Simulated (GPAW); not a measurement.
# Au (Fm-3m) in GPAW: further runs

Aim: see how the results for Au move with the level of theory and the settings. Levels: PBE, AM05, vdW-DF-cx, r2SCAN0, r2SCANh. Tasks: equation of state, phonons, hybrid scf.

All numbers are computed with GPAW 26.7.0; they aren't measurements. Logs are shortened: lines on timing, memory, paths and dates and some standing lists are left out, and cuts for length are marked. The log counts tension as positive stress, the text compression.

**Measured values to compare with.**

From “Exploring toroidal anvil profiles for larger sample volumes above 4 Mbar”, 2024, pmc:11102561, for a bulk crystal of Au: bulk modulus 167 GPa.

The results are compared with them further down.

## Step 1: The structure

Symmetry: Fm-3m, No. 225, cubic system. The conventional cell has a = 4.070 Å, b = 4.070 Å, c = 4.070 Å, α = 90.00°, β = 90.00°, γ = 90.00°. Au (site symmetry m-3m) has 12 Au at 2.88 Å as nearest neighbours.

## Step 2: Equation of state, PBE

File run.py:

```python
import spglib
from ase import Atoms
from ase.eos import EquationOfState
from ase.io import Trajectory, read
from ase.units import GPa
from gpaw import GPAW

atoms = read('Au.cif')
cell, positions, numbers = spglib.find_primitive(
    (atoms.cell[:], atoms.get_scaled_positions(), atoms.numbers), symprec=1e-4)
atoms = Atoms(numbers, cell=cell, scaled_positions=positions, pbc=True)

traj = Trajectory('eos.traj', 'w')
volumes, energies = [], []
for x in [0.94, 0.96, 0.98, 1.0, 1.02, 1.04, 1.06]:
    a = atoms.copy()
    a.set_cell(atoms.cell * x**(1 / 3), scale_atoms=True)
    calc = GPAW(mode='lcao',
                h=0.18,
                basis='dzp',
                xc='PBE',
                kpts={'size': (11, 11, 11), 'gamma': True},
                occupations={'name': 'fermi-dirac', 'width': 0.05},
                convergence={'density': 1e-05, 'energy': 1e-05},
                maxiter=150,
                txt=f'eos-{x:.2f}.txt')
    a.calc = calc
    energies.append(a.get_potential_energy(force_consistent=True))
    volumes.append(a.get_volume())
    calc.write(f'eos-{x:.2f}.gpw')
    traj.write(a)
    print(f'{x:.2f} {volumes[-1]:10.4f} A^3 {energies[-1]:14.6f} eV', flush=True)

v0, e0, B = EquationOfState(volumes, energies, eos='birchmurnaghan').fit()
print(f'V0 = {v0:.4f} A^3, E0 = {e0:.6f} eV, B0 = {B / GPa:.2f} GPa')
```

File Au.cif:

```cif
data_Au
_cell_length_a 4.07000000
_cell_length_b 4.07000000
_cell_length_c 4.07000000
_cell_angle_alpha 90.00000000
_cell_angle_beta 90.00000000
_cell_angle_gamma 90.00000000
_space_group_name_H-M_alt 'Fm-3m'
_space_group_name_Hall '-F 4 2 3'
_space_group_IT_number 225
loop_
_space_group_symop_operation_xyz
'x,y,z'
'-x,-y,-z'
'-y,x,z'
'y,-x,-z'
'-x,-y,z'
'x,y,-z'
'y,-x,z'
'-y,x,-z'
'x,-y,-z'
'-x,y,z'
'-y,-x,-z'
'y,x,z'
'-x,y,-z'
'x,-y,z'
'y,x,-z'
'-y,-x,z'
'z,x,y'
'-z,-x,-y'
'z,-y,x'
'-z,y,-x'
'z,-x,-y'
'-z,x,y'
'z,y,-x'
'-z,-y,x'
'-z,x,-y'
'z,-x,y'
'-z,-y,-x'
'z,y,x'
'-z,-x,y'
'z,x,-y'
'-z,y,x'
'z,-y,-x'
'y,z,x'
'-y,-z,-x'
'x,z,-y'
'-x,-z,y'
'-y,z,-x'
'y,-z,x'
'-x,z,y'
'x,-z,-y'
'-y,-z,x'
'y,z,-x'
'-x,-z,-y'
'x,z,y'
'y,-z,-x'
'-y,z,x'
'x,-z,y'
'-x,z,-y'
'x,y+1/2,z+1/2'
'-x,-y+1/2,-z+1/2'
'-y,x+1/2,z+1/2'
[... 62 lines left out ...]
'-z+1/2,-x,-y+1/2'
'z+1/2,-y,x+1/2'
'-z+1/2,y,-x+1/2'
'z+1/2,-x,-y+1/2'
'-z+1/2,x,y+1/2'
'z+1/2,y,-x+1/2'
'-z+1/2,-y,x+1/2'
'-z+1/2,x,-y+1/2'
'z+1/2,-x,y+1/2'
'-z+1/2,-y,-x+1/2'
'z+1/2,y,x+1/2'
'-z+1/2,-x,y+1/2'
'z+1/2,x,-y+1/2'
'-z+1/2,y,x+1/2'
'z+1/2,-y,-x+1/2'
'y+1/2,z,x+1/2'
'-y+1/2,-z,-x+1/2'
'x+1/2,z,-y+1/2'
'-x+1/2,-z,y+1/2'
'-y+1/2,z,-x+1/2'
'y+1/2,-z,x+1/2'
'-x+1/2,z,y+1/2'
'x+1/2,-z,-y+1/2'
'-y+1/2,-z,x+1/2'
'y+1/2,z,-x+1/2'
'-x+1/2,-z,-y+1/2'
'x+1/2,z,y+1/2'
'y+1/2,-z,-x+1/2'
'-y+1/2,z,x+1/2'
'x+1/2,-z,y+1/2'
'-x+1/2,z,-y+1/2'
'x+1/2,y+1/2,z'
'-x+1/2,-y+1/2,-z'
'-y+1/2,x+1/2,z'
'y+1/2,-x+1/2,-z'
'-x+1/2,-y+1/2,z'
'x+1/2,y+1/2,-z'
'y+1/2,-x+1/2,z'
'-y+1/2,x+1/2,-z'
'x+1/2,-y+1/2,-z'
'-x+1/2,y+1/2,z'
'-y+1/2,-x+1/2,-z'
'y+1/2,x+1/2,z'
'-x+1/2,y+1/2,-z'
'x+1/2,-y+1/2,z'
'y+1/2,x+1/2,-z'
'-y+1/2,-x+1/2,z'
'z+1/2,x+1/2,y'
'-z+1/2,-x+1/2,-y'
'z+1/2,-y+1/2,x'
'-z+1/2,y+1/2,-x'
'z+1/2,-x+1/2,-y'
'-z+1/2,x+1/2,y'
'z+1/2,y+1/2,-x'
'-z+1/2,-y+1/2,x'
'-z+1/2,x+1/2,-y'
'z+1/2,-x+1/2,y'
'-z+1/2,-y+1/2,-x'
'z+1/2,y+1/2,x'
'-z+1/2,-x+1/2,y'
'z+1/2,x+1/2,-y'
'-z+1/2,y+1/2,x'
'z+1/2,-y+1/2,-x'
'y+1/2,z+1/2,x'
'-y+1/2,-z+1/2,-x'
'x+1/2,z+1/2,-y'
'-x+1/2,-z+1/2,y'
'-y+1/2,z+1/2,-x'
'y+1/2,-z+1/2,x'
'-x+1/2,z+1/2,y'
'x+1/2,-z+1/2,-y'
'-y+1/2,-z+1/2,x'
'y+1/2,z+1/2,-x'
'-x+1/2,-z+1/2,-y'
'x+1/2,z+1/2,y'
'y+1/2,-z+1/2,-x'
'-y+1/2,z+1/2,x'
'x+1/2,-z+1/2,y'
'-x+1/2,z+1/2,-y'
loop_
_atom_site_label
_atom_site_type_symbol
_atom_site_symmetry_multiplicity
_atom_site_Wyckoff_symbol
_atom_site_fract_x
_atom_site_fract_y
_atom_site_fract_z
_atom_site_occupancy
Au1 Au 4 a 0.0000000000 0.0000000000 0.0000000000 1
```

Potentials or basis: GPAW PAW data sets (gpaw-data 1.2.1), lcao:dzp.

Run with:

```console
$ OMP_NUM_THREADS=1 python run.py
```

Log:

```text
__  _  _
 | _ |_)|_||  |
 |__||  | ||/\| - 26.7.0

Input parameters:
  mode=LCAO(),
  basis={'default': 'dzp'},
  convergence={'density': 1e-05, 'energy': 1e-05},
  h=0.18,
  kpts=MonkhorstPack(size=(11, 11, 11), gamma=True),
  maxiter=150,
  occupations=Occupations(name='fermi-dirac', width=0.05),
  xc=XC(name='PBE')

       Au

Atoms  # Å, Bohr magnetons
|   | symbol |        x |        y |        z |    initial magnetic moments |
|---|--------|----------|----------|----------|-----------------------------|
| 0 |     Au | 0.000000 | 0.000000 | 0.000000 | ( 0.0000,  0.0000,  0.0000) |

Unit cell  # Å
| periodic |        x |        y |        z |  lengths |    angles |
|----------|----------|----------|----------|----------|-----------|
|      yes | 0.000000 | 2.007497 | 2.007497 | 2.839029 | 60.000000 |
|      yes | 2.007497 | 0.000000 | 2.007497 | 2.839029 | 60.000000 |
|      yes | 2.007497 | 2.007497 | 0.000000 | 2.839029 | 60.000000 |

Number of symmetries: 48
Symmetry operations  # r_c * U_cc + t_c -> r_c
|    | kind |            matrix            |
|----|------|------------------------------|
|  0 |  σ   |  1, 0, 0,  1, 0,-1,  1,-1, 0 |
|  1 |  C2  |  1, 0, 0,  1,-1, 0,  1, 0,-1 |
|  2 |  E   |  1, 0, 0,  0, 1, 0,  0, 0, 1 |
|  3 |  σ   |  1, 0, 0,  0, 0, 1,  0, 1, 0 |
|  4 |  C4  |  1, 0,-1,  1, 0, 0,  1,-1, 0 |
|  5 |  S6  |  1, 0,-1,  1,-1, 0,  1, 0, 0 |
|  6 |  σ   |  1, 0,-1,  0, 1,-1,  0, 0,-1 |
|  7 |  C3  |  1, 0,-1,  0, 0,-1,  0, 1,-1 |
|  8 |  S6  |  1,-1, 0,  1, 0, 0,  1, 0,-1 |
|  9 |  C4  |  1,-1, 0,  1, 0,-1,  1, 0, 0 |
| 10 |  C3  |  1,-1, 0,  0,-1, 1,  0,-1, 0 |
| 11 |  σ   |  1,-1, 0,  0,-1, 0,  0,-1, 1 |
| 12 |  σ   |  0, 1, 0,  1, 0, 0,  0, 0, 1 |
| 13 |  C4  |  0, 1, 0,  0, 1,-1, -1, 1, 0 |
| 14 |  C3  |  0, 1, 0,  0, 0, 1,  1, 0, 0 |
| 15 |  S6  |  0, 1, 0, -1, 1, 0,  0, 1,-1 |
| 16 |  C2  |  0, 1,-1,  1, 0,-1,  0, 0,-1 |
[... 17 lines left out ...]
| 34 |  S4  |  0,-1, 0,  0,-1, 1,  1,-1, 0 |
| 35 |  C2  |  0,-1, 0, -1, 0, 0,  0, 0,-1 |
| 36 |  C2  | -1, 1, 0,  0, 1, 0,  0, 1,-1 |
| 37 |  S6  | -1, 1, 0,  0, 1,-1,  0, 1, 0 |
| 38 |  S4  | -1, 1, 0, -1, 0, 1, -1, 0, 0 |
| 39 |  C3  | -1, 1, 0, -1, 0, 0, -1, 0, 1 |
| 40 |  S6  | -1, 0, 1,  0, 0, 1,  0,-1, 1 |
| 41 |  C2  | -1, 0, 1,  0,-1, 1,  0, 0, 1 |
| 42 |  C3  | -1, 0, 1, -1, 1, 0, -1, 0, 0 |
| 43 |  S4  | -1, 0, 1, -1, 0, 0, -1, 1, 0 |
| 44 |  C2  | -1, 0, 0,  0, 0,-1,  0,-1, 0 |
| 45 |  i   | -1, 0, 0,  0,-1, 0,  0, 0,-1 |
| 46 |  σ   | -1, 0, 0, -1, 1, 0, -1, 0, 1 |
| 47 |  C2  | -1, 0, 0, -1, 0, 1, -1, 1, 0 |

BZ-sampling:
  Number of BZ points: 1331
  Number of IBZ points: 56

  Monkhorst-Pack size: [11, 11, 11]
  Monkhorst-Pack shift: [0, 0, 0]

K-points  # in reciprocal-cell coordinates
|     |                                coordinates |     weight |
|-----|--------------------------------------------|------------|
|   0 | (  0.00000000,   0.00000000,   0.00000000) | 0.00075131 |
|   1 | (  0.09090909,   0.09090909,   0.00000000) | 0.00450789 |
|   2 | (  0.09090909,   0.09090909,   0.09090909) | 0.00601052 |
|   3 | (  0.18181818,   0.09090909,   0.09090909) | 0.00901578 |
|   4 | (  0.18181818,   0.18181818,   0.00000000) | 0.00450789 |
|   5 | (  0.18181818,   0.18181818,   0.09090909) | 0.01803156 |
|   6 | (  0.18181818,   0.18181818,   0.18181818) | 0.00601052 |
|   7 | (  0.27272727,   0.18181818,   0.09090909) | 0.01803156 |
|   8 | (  0.27272727,   0.18181818,   0.18181818) | 0.01803156 |
|   9 | (  0.27272727,   0.27272727,   0.00000000) | 0.00450789 |
| ... |                                            |            |
|  55 | (  0.45454545,   0.45454545,   0.45454545) | 0.00601052 |

basis functions: 15
Spin-components: 1 (collinear spins)
Bands:           9
Projectors:      6
Spin-degeneracy: 2
Datatype:        <class 'complex'>

Parallelization:
  kpt:    1
  domain: 1
  band:   1

Density:
  Valence electrons: 11.0
  Components: 1
  Grid points: [12 12 12]
  Charge: 0.0  # |e|

[... 127 lines left out ...]
| 41 |  C2  | -1, 0, 1,  0,-1, 1,  0, 0, 1 |
| 42 |  C3  | -1, 0, 1, -1, 1, 0, -1, 0, 0 |
| 43 |  S4  | -1, 0, 1, -1, 0, 0, -1, 1, 0 |
| 44 |  C2  | -1, 0, 0,  0, 0,-1,  0,-1, 0 |
| 45 |  i   | -1, 0, 0,  0,-1, 0,  0, 0,-1 |
| 46 |  σ   | -1, 0, 0, -1, 1, 0, -1, 0, 1 |
| 47 |  C2  | -1, 0, 0, -1, 0, 1, -1, 1, 0 |

BZ-sampling:
  Number of BZ points: 1331
  Number of IBZ points: 56

  Monkhorst-Pack size: [11, 11, 11]
  Monkhorst-Pack shift: [0, 0, 0]

K-points  # in reciprocal-cell coordinates
|     |                                coordinates |     weight |
|-----|--------------------------------------------|------------|
|   0 | (  0.00000000,   0.00000000,   0.00000000) | 0.00075131 |
|   1 | (  0.09090909,   0.09090909,   0.00000000) | 0.00450789 |
|   2 | (  0.09090909,   0.09090909,   0.09090909) | 0.00601052 |
|   3 | (  0.18181818,   0.09090909,   0.09090909) | 0.00901578 |
|   4 | (  0.18181818,   0.18181818,   0.00000000) | 0.00450789 |
|   5 | (  0.18181818,   0.18181818,   0.09090909) | 0.01803156 |
|   6 | (  0.18181818,   0.18181818,   0.18181818) | 0.00601052 |
|   7 | (  0.27272727,   0.18181818,   0.09090909) | 0.01803156 |
|   8 | (  0.27272727,   0.18181818,   0.18181818) | 0.01803156 |
|   9 | (  0.27272727,   0.27272727,   0.00000000) | 0.00450789 |
| ... |                                            |            |
|  55 | (  0.45454545,   0.45454545,   0.45454545) | 0.00601052 |

basis functions: 15
Spin-components: 1 (collinear spins)
Bands:           9
Projectors:      6
Spin-degeneracy: 2
Datatype:        <class 'complex'>

Parallelization:
  kpt:    1
  domain: 1
  band:   1

Density:
  Valence electrons: 11.0
  Components: 1
  Grid points: [12 12 12]
  Charge: 0.0  # |e|

Potential:
  Grid points: [12 12 12]

species:
  Au:
    name:    Gold
    Z:       79.0
    valence: 11
    core:    68
    charge:  0.0  # [|e|]
    compensation charges:
      type: gauss
      rc: 0.42  # [Å]
      lmax: 2
    cutoffs:
      filter: 2.33  # [Å]
      core: 2.81  # [Å]
    projectors
    | kind |    occ | energy [eV] | rcut [Å] |
    |------|--------|-------------|----------|
    |   6s |  1.000 |      -5.728 |    1.323 |
    |   6p |  0.000 |      -0.775 |    1.323 |
    |   5d | 10.000 |      -6.891 |    1.323 |
    |    s |        |      21.484 |    1.323 |
    |    p |        |      26.436 |    1.323 |
    |    d |        |      20.321 |    1.323 |

    LCAO basis set for Au:
      Name: dzp
      File: <dir>
      Number of radial functions: 5
      Number of spherical harmonics: 15
        l=0, rc=8.5938 Bohr: 6s-sz confined orbital
        l=2, rc=5.9219 Bohr: 5d-sz confined orbital
        l=0, rc=4.9844 Bohr: 6s-dz split-valence wave
        l=2, rc=3.5156 Bohr: 5d-dz split-valence wave
        l=1, rc=8.5938 Bohr: p-type Gaussian polarization
      Number of RI-basis functions 0

Reference energy: -516598.271109  # eV

eigensolver:
  <gpaw.new.lcao.eigensolver.LCAOEigensolver object>
density mixing:
  MSR1-Mixer
  Pratt-step length: 0.05
  Maximum mixing coefficient: 0.75
  Old densities: 10
  SVD Regularization: 0.005
  Good broyden scale: 1.0
  Trust region scale: 1.0
  Backstep threshold: 4.0
  History deletion threshold: 6.0
  Fourier metric: weight=20.0, sigma=0.015

occupation numbers:
  Fermi-Dirac:
    width: 0.0500  # eV

FastPoissonSolver using
    Stencil: 12*3+1=37 point O(h^6) finite-difference Laplacian
    FFT axes: [np.int64(0), np.int64(1), np.int64(2)]
    FST axes: []

xc functional:
  name: PBE with 2 nearest neighbor stencil
interpolation: tri-quintic # 5. degree polynomial

convergence criteria:
- Maximum integral of absolute [dens]ity change: 1e-05 electrons / valence electron
- Maximum [total energy] change in last 3 cyles: 1e-05 eV / valence electron
- Maximum integral of absolute [eigenst]ate change: 4e-08 eV^2 / valence electron
maximum number of iterations: 150

SCF iterations
|iter     | |      energy | eigst |  dens |
|---------|-|-------------|-------|-------|
|iter:   1| |   -3.076283 |      c|       |
|iter:   2| |   -3.008792 |      c| -1.07 |
|iter:   3| |   -2.693213 |      c| -1.11 |
|iter:   4| |   -2.688707 |      c| -2.07 |
|iter:   5| |   -2.687615 |      c| -2.53 |
|iter:   6| |   -2.687614 |      c| -4.06 |
|iter:   7| |   -2.687613c|      c| -4.46 |
|iter:   8| |   -2.687613c|      c| -5.51c|

Converged in 8 steps
Energy contributions relative to reference atoms: (reference = -516598.271109)

Energy contributions:
  Kinetic:           0.626222
  Coulomb:          -0.438641
  Zero:              0.141745
  External:          0.000000
  Xc:               -3.016829
  Entropy:          -0.000221
  Spinorbit:         0.000000
  ----------------------------
  Free energy:      -2.687724
  Extrapolated:     -2.687613

dipole moment: (-13.805921, -13.805921, -13.805921)  # |e|*Ang

Fermi level: 11.343
Eigenvalues  # (at kpt = [0.000, 0.000, 0.000])
| band index |      eig [eV] | occ [0-2] |
|------------|---------------|-----------|
|          0 |         0.509 |     2.000 |
|          1 |         5.974 |     2.000 |
|          2 |         5.974 |     2.000 |
|          3 |         5.974 |     2.000 |
|          4 |         7.631 |     2.000 |
|          5 |         7.631 |     2.000 |
|          6 |        40.209 |     0.000 |
|          7 |        40.209 |     0.000 |
|          8 |        40.209 |     0.000 |

No gap
No difference between direct/indirect transitions
# Writing to eos-0.96.gpw (mode='')
```

Wall time 1.9 min (1 thread of Arm Neoverse V1, shared host); peak memory 0.2 GiB.

Results:

```yaml
Equilibrium_volume: "18.10 Å³/atom (rough: see the caveat)"
Bulk_modulus: 148 GPa (rough)
```

Energy against volume, from the lowest point:
| volume (Å³/atom) | energy (meV/atom) |
| --- | --- |
| 15.843 | 175.87 |
| 16.181 | 120.60 |
| 16.518 | 77.61 |
| 16.855 | 45.30 |
| 17.192 | 22.24 |
| 17.529 | 7.45 |
| 17.866 | 0.00 |

Caveat: with this Au data set, volumes or pressures lay over 1.5 % or 2 GPa off other programs in two to four cells of ten; the minimum lies outside the volumes run; the basis of atomic orbitals isn't converged, which shifts pressures, moduli and gaps. Spin-orbit coupling is left out, which matters for the levels of Au.

## Step 3: Equation of state, AM05

File run.py:

```python
from ase.eos import EquationOfState
from ase.io import Trajectory, read
from ase.units import GPa
from gpaw import GPAW, PW, setup_paths

setup_paths.insert(0, '.')

atoms = read('POSCAR')

traj = Trajectory('eos.traj', 'w')
volumes, energies = [], []
for x in [0.94, 0.96, 0.98, 1.0, 1.02, 1.04, 1.06]:
    a = atoms.copy()
    a.set_cell(atoms.cell * x**(1 / 3), scale_atoms=True)
    calc = GPAW(mode=PW(600),
                xc='AM05',
                kpts={'size': (11, 11, 11), 'gamma': True},
                occupations={'name': 'fermi-dirac', 'width': 0.05},
                nbands=14,
                convergence={'density': 1e-05, 'energy': 1e-05},
                maxiter=150,
                txt=f'eos-{x:.2f}.txt')
    a.calc = calc
    energies.append(a.get_potential_energy(force_consistent=True))
    volumes.append(a.get_volume())
    p = -a.get_stress()[:3].mean() / GPa
    calc.write(f'eos-{x:.2f}.gpw')
    traj.write(a)
    print(f'{x:.2f} {volumes[-1]:10.4f} A^3 {energies[-1]:14.6f} eV {p:9.3f} GPa', flush=True)

v0, e0, B = EquationOfState(volumes, energies, eos='birchmurnaghan').fit()
print(f'V0 = {v0:.4f} A^3, E0 = {e0:.6f} eV, B0 = {B / GPa:.2f} GPa')
```

File POSCAR:

```
Au
1.0
    0.0000000000      2.0350000000      2.0350000000
    2.0350000000      0.0000000000      2.0350000000
    2.0350000000      2.0350000000      0.0000000000
Au
1
Direct
    0.0000000000      0.0000000000      0.0000000000
```

Potentials or basis: PAW data sets generated in the run's folder for this functional, pw.

Run with:

```console
$ gpaw-setup -f AM05 Au
$ OMP_NUM_THREADS=1 python run.py
```

Run time: 83 s. Hardware: 1 thread of Arm Neoverse V1, shared host; peak memory 0.19 GiB.

Results (log left out):

```yaml
Equilibrium_volume: 17.21 Å³/atom
Bulk_modulus: 171 GPa
Pressure_derivative_of_the_bulk_modulus: 5.9
```

Energy against volume, from the lowest point:
```tsv
volume (Å³/atom)	energy (meV/atom)
15.843	69.53
16.181	37.55
16.518	16.14
16.855	4.01
17.192	0.00
17.529	3.09
17.866	12.36
```

Caveat: with this Au data set, volumes or pressures lay over 1.5 % or 2 GPa off other programs in two to four cells of ten. Spin-orbit coupling is left out, which matters for the levels of Au.

[end of part 1 of 3]
